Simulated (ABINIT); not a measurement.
# GaAs (F-43m) in ABINIT: notebook

Runs on GaAs. Level: PBE. Tasks: relaxation of cell and atoms, single point.

Everything below comes from runs of ABINIT 10.8.3 (patched build). Logs are shortened: lines on timing, memory, paths and dates and some standing lists are left out, and cuts for length are marked. The log counts tension as positive stress, the text compression.

**1. The crystal as given**

It takes space group F-43m (No. 216, cubic). The conventional cell has a = 5.654 Å, b = 5.654 Å, c = 5.654 Å, α = 90.00°, β = 90.00°, γ = 90.00°. As (site symmetry -43m) is surrounded by 4 Ga at 2.45 Å. Ga (site symmetry -43m) is surrounded by 4 As at 2.45 Å.

**2. Relaxation of cell and atoms, PBE**

run.abi

```
pp_dirpath "./"
pseudos "As.upf, Ga.upf"

acell 3*1.0
rprim
     0.0000000000     5.3419722954     5.3419722954
     5.3419722954     0.0000000000     5.3419722954
     5.3419722954     5.3419722954     0.0000000000
ntypat 2
znucl 33 31
natom 2
typat 1 2
chkprim 0
chksymtnons 0
tolsym 1.0e-6
xred
            3/4            3/4            3/4
            0.0            0.0            0.0

ecut 1142.878222 eV
ecutsm 0.5

kptopt 1
ngkpt 6 6 6
nshiftk 1
shiftk 0.0 0.0 0.0

ixc 11

nband 18
occopt 3
tsmear 0.05 eV

nstep 80
tolvrs 1.0e-12

iomode 3
prteig 0
prtebands 0
prtwf 0
prtden 0

ionmov 2
optcell 2
ntime 50
tolmxf 2.0e-5
dilatmx 1.08
```

Potentials or basis: PseudoDojo NC SR PBE v0.5 standard.

On the command line:

```
> abinit run.abi > log 2>&1
```

run.abo:

```text
.Version 10.8.3 of ABINIT
 Symmetries : space group F-4 3 m (#216); Bravais cF (face-center cubic)
================================================================================
 Values of the parameters that define the memory need of the present run
     intxc =       0    ionmov =       2      iscf =       7    lmnmax =       6
     lnmax =       6     mgfft =      48  mpssoang =       3    mqgrid =    3001
     natom =       2  nloc_mem =       1    nspden =       1   nspinor =       1
    nsppol =       1      nsym =      24    n1xccc =    2501    ntypat =       2
    occopt =       3   xclevel =       2
       mpw =        5014          nfft =      110592          nkpt =          16
================================================================================
================================================================================

--------------------------------------------------------------------------------
------------- Echo of variables that govern the present computation ------------
--------------------------------------------------------------------------------
 -outvars: echo values of preprocessed input variables --------
            acell      1.0000000000E+00  1.0000000000E+00  1.0000000000E+00 Bohr
              amu      7.49215900E+01  6.97230000E+01
          chkprim           0
      chksymtnons           0
          dilatmx      1.08000000E+00
             ecut      4.20000000E+01 Hartree
           ecutsm      5.00000000E-01 Hartree
           ionmov           2
              ixc          11
         kptrlatt        6    0    0      0    6    0      0    0    6
          kptrlen      4.53281380E+01
            natom           2
            nband          18
            ngfft          48      48      48
             nkpt          16
            nstep          80
             nsym          24
            ntime          50
           ntypat           2
           occopt           3
          optcell           2
           prtden           0
        prtebands           0
           prteig           0
            prtwf           0
            rprim      0.0000000000E+00  5.3419722954E+00  5.3419722954E+00
                       5.3419722954E+00  0.0000000000E+00  5.3419722954E+00
                       5.3419722954E+00  5.3419722954E+00  0.0000000000E+00
          spgroup         216
           tolmxf      2.00000000E-05
           tolsym      1.00000000E-06
           tolvrs      1.00000000E-12
           tsmear      1.83746611E-03 Hartree
            typat      1  2
           xangst      4.2402749971E+00  4.2402749971E+00  4.2402749971E+00
                       0.0000000000E+00  0.0000000000E+00  0.0000000000E+00
            xcart      8.0129584431E+00  8.0129584431E+00  8.0129584431E+00
                       0.0000000000E+00  0.0000000000E+00  0.0000000000E+00
             xred      7.5000000000E-01  7.5000000000E-01  7.5000000000E-01
                       0.0000000000E+00  0.0000000000E+00  0.0000000000E+00
[... 549 lines left out ...]
           Relative     =-2.12843E-10

 At Broyd/MD step   5, gradients are converged :
  max grad (force/stress) = 7.2769E-07 < tolmxf= 2.0000E-05 ha/bohr (free atoms)

================================================================================

 ----iterations are completed or convergence reached----

 Mean square residual over all n,k,spin=   84.156E-15; max=  23.998E-12
 reduced coordinates (array xred) for    2 atoms
       0.750000000000      0.750000000000      0.750000000000
      -0.000000000000     -0.000000000000      0.000000000000
 rms dE/dt=  0.0000E+00; max dE/dt=  0.0000E+00; dE/dt below (all hartree)
    1       0.000000000000      0.000000000000      0.000000000000
    2       0.000000000000      0.000000000000      0.000000000000

 cartesian coordinates (angstrom) at end:
    1      4.31183768533101     4.31183768533101     4.31183768533101
    2      0.00000000000000     0.00000000000000    -0.00000000000000

 cartesian forces (hartree/bohr) at end:
    1     -0.00000000000000    -0.00000000000000    -0.00000000000000
    2     -0.00000000000000    -0.00000000000000    -0.00000000000000
 frms,max,avg= 0.0000000E+00 0.0000000E+00   0.000E+00  0.000E+00  0.000E+00 h/b

 cartesian forces (eV/Angstrom) at end:
    1     -0.00000000000000    -0.00000000000000    -0.00000000000000
    2     -0.00000000000000    -0.00000000000000    -0.00000000000000
 frms,max,avg= 0.0000000E+00 0.0000000E+00   0.000E+00  0.000E+00  0.000E+00 e/A
 length scales=  7.682189396224  7.682189396224  7.682189396224 bohr
              =  4.065239555564  4.065239555564  4.065239555564 angstroms
 Fermi (or HOMO) energy (hartree) =   0.13480   Average Vxc (hartree)=  -0.35753
 Eigenvalues (hartree) for nkpt=  16  k points:
 kpt#   1, nband= 18, wtk=  0.00463, kpt=  0.0000  0.0000  0.0000 (reduced coord)
  -1.16062   -1.16062   -1.16062   -1.16035   -1.16035   -0.41075   -0.41075   -0.41075
  -0.40835   -0.40835   -0.32400    0.13091    0.13091    0.13091    0.13616    0.26770
   0.26770    0.26770
      occupation numbers for kpt#   1
   2.00000    2.00000    2.00000    2.00000    2.00000    2.00000    2.00000    2.00000
   2.00000    2.00000    2.00000    1.78579    1.78579    1.78579    0.64614    0.00000
   0.00000    0.00000
 prteigrs : prtvol=0 or 1, do not print more k-points.

--- !EnergyTerms
iteration_state     : {dtset: 1, itime: 5, icycle: 1, }
comment             : Components of total free energy in Hartree
kinetic             :  1.38886397917749E+02
hartree             :  5.83883935722172E+01
xc                  : -4.46974106698987E+01
Ewald energy        : -9.75304061814297E+01
psp_core            :  4.68174029459699E+00
local_psp           : -1.51784874104250E+02
non_local_psp       : -9.05083774800249E+01
internal            : -1.82564536651040E+02
'-kT*entropy'       : -2.83875575447218E-05
total_energy        : -1.82564565038598E+02
total_energy_eV     : -4.96783489409480E+03
band_energy         : -1.61609347080600E+01
...

 Cartesian components of stress tensor (hartree/bohr^3)
  sigma(1 1)= -7.27693236E-09  sigma(3 2)=  0.00000000E+00
  sigma(2 2)= -7.27693237E-09  sigma(3 1)=  0.00000000E+00
  sigma(3 3)= -7.27693237E-09  sigma(2 1)=  0.00000000E+00

-Cartesian components of stress tensor (GPa)         [Pressure=  2.1409E-04 GPa]
- sigma(1 1)= -2.14094742E-04  sigma(3 2)=  0.00000000E+00
- sigma(2 2)= -2.14094742E-04  sigma(3 1)=  0.00000000E+00
- sigma(3 3)= -2.14094742E-04  sigma(2 1)=  0.00000000E+00

== END DATASET(S) ==============================================================
================================================================================

 -outvars: echo values of variables after computation  --------
            acell      7.6821893962E+00  7.6821893962E+00  7.6821893962E+00 Bohr
           etotal     -1.8256456504E+02
            fcart     -0.0000000000E+00 -0.0000000000E+00 -0.0000000000E+00
                      -0.0000000000E+00 -0.0000000000E+00 -0.0000000000E+00
            rprim      0.0000000000E+00  7.0710678119E-01  7.0710678119E-01
                       7.0710678119E-01  0.0000000000E+00  7.0710678119E-01
                       7.0710678119E-01  7.0710678119E-01  0.0000000000E+00
           strten     -7.2769323640E-09 -7.2769323674E-09 -7.2769323657E-09
                       0.0000000000E+00  0.0000000000E+00  0.0000000000E+00
           xangst      4.3118376853E+00  4.3118376853E+00  4.3118376853E+00
                       6.3392385919E-28  6.3392385919E-28 -1.9017715776E-27
             xred      7.5000000000E-01  7.5000000000E-01  7.5000000000E-01
                      -3.3079368642E-28 -3.3079368642E-28  5.5132281070E-28
 Calculation completed.
```

Wall time 4.6 min (1 thread of AMD EPYC 7R43 (Zen 3), shared host); peak memory 0.11 GiB.

What came out:

| Property | Result |
| --- | --- |
| Free energy | -4967.8349 eV |
| Relaxed volume | 23.75 Å³/atom |
| Relaxed cell | a = 4.065 Å, b = 4.065 Å, c = 4.065 Å, α = 60.00°, β = 60.00°, γ = 60.00° |
| Space group after relaxing (to 0.05 Å) | F-43m (No. 216) |
| Energy gained by relaxing | 11.6 meV/atom |
| Ionic steps | 5 |
| Pressure after relaxing | 0.0 GPa |
| Band gap on the k mesh | 0.14 eV, direct |

The path:
| step | energy change (eV) | largest force (eV/Å) | pressure (GPa) | volume (Å³) |
| --- | --- | --- | --- | --- |
| 1 | 0.0000 | 0.0000 | 3.39 | 45.18 |
| 2 | -0.0088 | 0.0000 | 2.61 | 45.65 |
| 3 | -0.0231 | 0.0000 | 0.21 | 47.33 |
| 4 | -0.0232 | 0.0000 | 0.02 | 47.49 |
| 5 | -0.0232 | 0.0000 | 0.00 | 47.51 |

Final structure:
```xyz
2
Lattice="0.0000 2.8746 2.8746 2.8746 0.0000 2.8746 2.8746 2.8746 0.0000" Properties=species:S:1:pos:R:3 pbc="T T T"
As    4.3118    4.3118    4.3118
Ga    0.0000    0.0000    0.0000
```

A k mesh can miss the band edges. PBE usually gives volumes a little too large and moduli too small.

**3. Single point, PBE (cell relaxed)**

run.abi

```
# Pseudopotentials
pp_dirpath "./"
pseudos "As.upf, Ga.upf"

# Structure
acell 7.6821893993 7.6821893993 7.6821893993
rprim
     0.0000000000     0.7071067812     0.7071067812
     0.7071067812     0.0000000000     0.7071067812
     0.7071067812     0.7071067812     0.0000000000
ntypat 2
znucl 33 31
natom 2
typat 1 2
xcart
     8.1481923279     8.1481923279     8.1481923279
     0.0000000000     0.0000000000     0.0000000000
chkprim 0
chksymtnons 0
tolsym 1.0e-6

# Plane-wave basis
ecut 42.0

# k points
kptopt 1
ngkpt 6 6 6
nshiftk 1
shiftk 0.0 0.0 0.0

# Exchange and correlation
ixc 11

# Bands and occupations
nband 18
occopt 3
tsmear 0.00183747

# SCF cycle
nstep 100
tolvrs 1.0e-10

# Output
iomode 3
prtwf 0
prtden 0
prteig 0
prtebands 0
```

Potentials or basis: PseudoDojo NC SR PBE v0.5 standard.

On the command line:

```
> abinit run.abi > log 2>&1
```

Wall time 55 s (1 thread of AMD EPYC 7R43 (Zen 3), shared host); peak memory 0.1 GiB.

The run converged. Its results:

| Item | Value |
| --- | --- |
| Free energy | -4967.8349 eV |
| Pressure | 0.0 GPa |
| Band gap on the k mesh | 0.14 eV, direct |
| Valence electrons inside the program's atomic spheres | As 12.35; Ga 10.79 |

Levels at points of the mesh, in eV from the valence-band top:
```
           k point  band 12  band 13  band 14  band 15  band 16  band 17
(0.00, 0.00, 0.00)     0.00     0.00     0.00     0.14     3.72     3.72
(0.50, 0.00, 0.00)    -6.37    -1.07    -1.07     0.86     4.62     4.62
(0.50, 0.50, 0.00)    -6.59    -2.50    -2.50     1.56     1.68     9.78
```

**4. Relaxation of cell and atoms, PBE**

run.abi

```
# Pseudopotentials
pp_dirpath "./"
pseudos "As.upf, Ga.upf"

# Structure
acell 3*1.0
rprim
     0.0000000000     5.3419722954     5.3419722954
     5.3419722954     0.0000000000     5.3419722954
     5.3419722954     5.3419722954     0.0000000000
ntypat 2
znucl 33 31
natom 2
typat 1 2
chkprim 0
chksymtnons 0
tolsym 1.0e-6
xred
            3/4            3/4            3/4
            0.0            0.0            0.0

# Plane-wave basis
ecut 42.0
ecutsm 0.5

# k points
kptopt 1
ngkpt 6 6 6
nshiftk 1
shiftk 0.0 0.0 0.0

# Exchange and correlation
ixc 11

# Bands and occupations
nband 18
occopt 3
tsmear 0.05 eV

# SCF cycle
nstep 80
tolvrs 1.0e-12

# Output
iomode 3
prteig 0
prtebands 0
prtwf 0
prtden 0

# Relaxation
ionmov 2
optcell 2
ntime 50
tolmxf 2.0e-5
dilatmx 1.08
```

Potentials or basis: PseudoDojo NC SR PBE v0.4.1 standard.

On the command line:

```
> abinit run.abi > log 2>&1
```

Run time: 4.3 min. Hardware: 1 thread of Arm Neoverse V1, shared host; peak memory 0.11 GiB.

The run converged. Its results:

```
Free energy                            : -4967.8349 eV
Relaxed volume                         : 23.75 Å³/atom
Relaxed cell                           : a = 4.065 Å, b = 4.065 Å, c = 4.065 Å, α = 60.00°, β = 60.00°, γ = 60.00°
Space group after relaxing (to 0.05 Å) : F-43m (No. 216)
Energy gained by relaxing              : 11.6 meV/atom
Ionic steps                            : 5
Pressure after relaxing                : 0.0 GPa
Band gap on the k mesh                 : 0.14 eV, direct
```

The path:
```tsv
step	energy change (eV)	largest force (eV/Å)	pressure (GPa)	volume (Å³)
1	0.0000	0.0000	3.39	45.18
2	-0.0088	0.0000	2.61	45.65
3	-0.0231	0.0000	0.21	47.33
4	-0.0232	0.0000	0.02	47.49
5	-0.0232	0.0000	0.00	47.51
```

Final structure:
```
As Ga
1.0
     0.00000    2.87456    2.87456
     2.87456    0.00000    2.87456
     2.87456    2.87456    0.00000
As Ga
1 1
Direct
  0.75000 0.75000 0.75000
  0.00000 0.00000 0.00000
```

A k mesh can miss the band edges. As with any semilocal functional, this PBE gap is likely too small.

**5. Single point, PBE (cell relaxed)**

run.abi

```
# Pseudopotentials
pp_dirpath "./"
pseudos "As.upf, Ga.upf"

# Structure
acell 3*1.0
rprim
     0.0000000000     5.4321282186     5.4321282186
     5.4321282186     0.0000000000     5.4321282186
     5.4321282186     5.4321282186     0.0000000000
ntypat 2
znucl 33 31
natom 2
typat 1 2
xred
     0.7500000000     0.7500000000     0.7500000000
     0.0000000000     0.0000000000     0.0000000000
chkprim 0
chksymtnons 0
tolsym 1.0e-6

# Plane-wave basis
ecut 1142.878222 eV

# k points
kptopt 1
ngkpt 6 6 6
nshiftk 1
shiftk 0.0 0.0 0.0

# Exchange and correlation
ixc 11

# Bands and occupations
nband 18
occopt 3
tsmear 0.05 eV

# SCF cycle
nstep 100
tolvrs 1.0e-10

# Output
iomode 3
prtwf 0
prteig 0
prtebands 0
enunit 1
prtvol 2
prtden 1
prtvha 1
prtvclmb 1
prtpot 1
prtelf 1
```

Potentials or basis: PseudoDojo NC SR PBE v0.4.1 standard.

On the command line:

```
> abinit run.abi > log 2>&1
```

run.abo:

```text
.Version 10.8.3 of ABINIT
 Symmetries : space group F-4 3 m (#216); Bravais cF (face-center cubic)
================================================================================
 Values of the parameters that define the memory need of the present run
     intxc =       0    ionmov =       0      iscf =       7    lmnmax =       6
     lnmax =       6     mgfft =      48  mpssoang =       3    mqgrid =    3001
     natom =       2  nloc_mem =       1    nspden =       1   nspinor =       1
    nsppol =       1      nsym =      24    n1xccc =    2501    ntypat =       2
    occopt =       3   xclevel =       2
       mpw =        4206          nfft =      110592          nkpt =          16
================================================================================
================================================================================

--------------------------------------------------------------------------------
------------- Echo of variables that govern the present computation ------------
[... 351 lines left out ...]
- sigma(3 3)=  8.13461966E-03  sigma(2 1)=  0.00000000E+00

== END DATASET(S) ==============================================================
================================================================================

 -outvars: echo values of variables after computation  --------
            acell      1.0000000000E+00  1.0000000000E+00  1.0000000000E+00 Bohr
           etotal     -1.8256456595E+02
            fcart     -4.9568881934E-29 -4.9568881934E-29  1.4870664580E-28
                       4.9568881934E-29  4.9568881934E-29 -1.4870664580E-28
            rprim      0.0000000000E+00  5.4321282186E+00  5.4321282186E+00
                       5.4321282186E+00  0.0000000000E+00  5.4321282186E+00
                       5.4321282186E+00  5.4321282186E+00  0.0000000000E+00
           strten      2.7649010238E-07  2.7649010238E-07  2.7649010238E-07
                       0.0000000000E+00  0.0000000000E+00  0.0000000000E+00
           xangst      4.3118376871E+00  4.3118376871E+00  4.3118376871E+00
                       0.0000000000E+00  0.0000000000E+00  0.0000000000E+00
             xred      7.5000000000E-01  7.5000000000E-01  7.5000000000E-01
                       0.0000000000E+00  0.0000000000E+00  0.0000000000E+00
 Calculation completed.
```

Run time: 56 s. Hardware: 1 thread of Arm Neoverse V1, shared host; peak memory 0.1 GiB.

Results:

```
Free energy                                           : -4967.8349 eV
Pressure                                              : 0.0 GPa
Band gap on the k mesh                                : 0.14 eV, direct
Valence electrons inside the program's atomic spheres : As 12.35; Ga 10.79
```

Levels at points of the mesh, in eV from the valence-band top:
```tsv
k point	band 12	band 13	band 14	band 15	band 16	band 17
(0.00, 0.00, 0.00)	0.00	0.00	0.00	0.14	3.72	3.72
(0.50, 0.00, 0.00)	-6.37	-1.07	-1.07	0.86	4.62	4.62
(0.50, 0.50, 0.00)	-6.59	-2.50	-2.50	1.56	1.68	9.78
```

**6. Overview**

```csv
task,potentials or basis,cell,cell freedom (optcell),optimiser (ionmov),cutoff smearing ecutsm (Ha),force stop (Ha/bohr),gap on the mesh (eV),pressure (GPa),relaxed volume (Å³/atom)
relaxation of cell and atoms,PseudoDojo NC SR PBE v0.5 standard,relaxed,2,2,0.5,2e-05,0.14,0.0,23.75
single point,PseudoDojo NC SR PBE v0.5 standard,cell relaxed,-,-,-,-,0.14,0.0,-
relaxation of cell and atoms,PseudoDojo NC SR PBE v0.4.1 standard,relaxed,2,2,0.5,2e-05,0.14,0.0,23.75
single point,PseudoDojo NC SR PBE v0.4.1 standard,cell relaxed,-,-,-,-,0.14,0.0,-
```

Alike in all rows: level PBE; no spin polarisation; k mesh 6 × 6 × 6; cutoff (eV) 1143; smearing fermi-dirac 0.05 eV.

Absolute energies hang on the potentials; compare differences alone.
